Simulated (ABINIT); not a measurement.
**PbS (Galena): band structure with LDA-PZ**

PbS (Galena):

```
Pb S
1.0
     0.00000    2.96575    2.96575
     2.96575    0.00000    2.96575
     2.96575    2.96575    0.00000
Pb S
1 1
Direct
  0.00000 0.00000 0.00000
  0.50000 0.50000 0.50000
```

```yaml
Program: ABINIT 10.8.3 (patched build)
Task: band structure
Functional: LDA-PZ
Potentials_or_basis: JTH PAW LDA v2.0 sp
Cutoff: 544 eV
k_mesh: 8 × 8 × 8
Occupations: fermi-dirac, width 0.05 eV
Spin: no spin polarisation
Fine-grid_cutoff: 1088.46 eV
```

```
Pressure                                              : -2.5 GPa
Band gap on the k mesh                                : 0.25 eV, direct
Band gap along the path                               : 0.25 eV, direct
Valence electrons inside the program's atomic spheres : Pb 2.54; S 3.48
```

Levels at the corners of the path, in eV from the valence-band top:
```
point  band 2  band 3  band 4  band 5  band 6  band 7  band 8  band 9
    Γ   -6.12   -2.07   -2.07   -2.07    5.10    5.10    5.10    6.40
    X   -7.33   -5.22   -3.40   -3.40    3.74    5.55    5.61    5.61
    W   -8.08   -4.44   -4.44   -0.97    2.06    4.65    4.65    7.77
    K   -8.10   -4.80   -2.91   -2.50    3.28    4.04    5.04    6.00
    Γ   -6.12   -2.07   -2.07   -2.07    5.10    5.10    5.10    6.40
    L   -8.97   -1.73   -1.73    0.00    0.25    1.86    1.86    8.00
    U   -8.10   -4.80   -2.91   -2.50    3.28    4.04    5.04    6.00
    W   -8.08   -4.44   -4.44   -0.97    2.06    4.65    4.65    7.77
    L   -8.97   -1.73   -1.73    0.00    0.25    1.86    1.86    8.00
    K   -8.10   -4.80   -2.91   -2.50    3.28    4.04    5.04    6.00
```

Wall time 45 s on 1 thread of Arm Neoverse V1 (shared host), peak memory 0.12 GiB.

Caveat: spin-orbit coupling is left out, which as a rule narrows the gap of such compounds by several tenths of an eV; this set keeps more shells in the core, which shifts pressures and gaps.
